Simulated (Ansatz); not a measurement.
**AlNi (WC type): how the settings move a single-point run**

Question: which choices in the input matter for AlNi (WC type)?

Method: reference: DFT, PBE, PAW with Ansatz's default frozen-core files, scalar-relativistic, in Ansatz 0.2.0.

## 1. Starting point

The structure is hexagonal, space group P-6m2 (No. 187). The conventional cell has a = 2.625 Å, b = 2.625 Å, c = 3.712 Å, α = 90.00°, β = 90.00°, γ = 120.00°. Ni (site symmetry -6m2) is surrounded by 6 Al at 2.40 Å and 6 Ni at 2.63 Å. Al (site symmetry -6m2) is surrounded by 6 Ni at 2.40 Å and 6 Al at 2.63 Å.

Structure file:

```cif
data_structure
_symmetry_space_group_name_H-M 'P-6m2'
_symmetry_Int_Tables_number 187
_cell_length_a 2.6253
_cell_length_b 2.6253
_cell_length_c 3.7119
_cell_angle_alpha 90.000
_cell_angle_beta 90.000
_cell_angle_gamma 120.000
_cell_volume 22.16
loop_
_atom_site_label
_atom_site_type_symbol
_atom_site_symmetry_multiplicity
_atom_site_Wyckoff_symbol
_atom_site_fract_x
_atom_site_fract_y
_atom_site_fract_z
_atom_site_occupancy
Ni1 Ni 1 a 0.00000 0.00000 0.00000 1
Al1 Al 1 d 0.33333 0.66667 0.50000 1
```

## 2. Baseline

input.yaml

```yaml
crystal:
  lattice:
    - [2.6252984938, 0.0, 0.0]
    - [-1.3126492469, 2.2735751882, 0.0]
    - [0.0, 0.0, 3.7118905218]
  atoms:
    - { symbol: Ni, position: [0.0, 0.0, 0.0] }
    - { symbol: Al, position: [0.3333333333, 0.6666666667, 0.5] }
kpoints:
  mp_grid: { grid: [15, 15, 13] }
scf:
  occupations: { method: fermi_dirac, width: 0.08 }
hamiltonian:
  xc: pbe
  pseudopotentials: { kind: paw, partial_waves: polarizable }
output:
  forces: true
  stress: true
  eigenvalues: true
```

Started as:

```
> ansatz run input.yaml --threads 1 --pin off --max-ram 2048MiB --backend cpu --events-out ev --progress --plain --runs-dir out
```

## 3. Changing settings: dr2_threshold 1.0e-06

Edit input.yaml of step 2 so:

```diff
@@ -12,2 +12,3 @@
   occupations: { method: fermi_dirac, width: 0.08 }
+  convergence: { dr2_threshold: 1.0e-06 }
 hamiltonian:
@@ -19 +20,5 @@
   eigenvalues: true
+  write_density: true
+  write_potential: true
+  elf: true
+  volumetric_format: npy
```

Q: Predict the outcome of this session. Wanted: for each run, ending; energy change; pressure; gap; force.

As calculated:

```tsv
run	ending	energy change	pressure (GPa)	gap (eV)	force (eV/Å)	cycles	time
reference	converged	0	24.1	0.00	0.00	6	5.7 s
1: dr2_threshold 1.0e-06	converged	0.0 meV/atom	24.1	0.00	0.00	6	7.7 s
```

Times don't compare one to one where runs were asked for different outputs or read a saved state (see the inputs); cycles may leave out searches for a lower state.

Residual by cycle in the longest SCF loop of each run; runs are numbered as in the table. The quantity is the density residual dr2, in eV.

```tsv
cycle	reference	run 1
1	0.00283	0.00283
2	4.4e-4	4.4e-4
3	1.5e-5	1.5e-5
4	4.2e-7	4.0e-7
5	2.5e-8	2.6e-8
6	8.3e-10	5.9e-10
```

**Reading.** Energy and cycle count are those of the reference, so the change (convergence setting) left the result and the number of cycles as they were. The structure is not at rest: the sound run finds 24 GPa, so these are no properties of the relaxed crystal. 
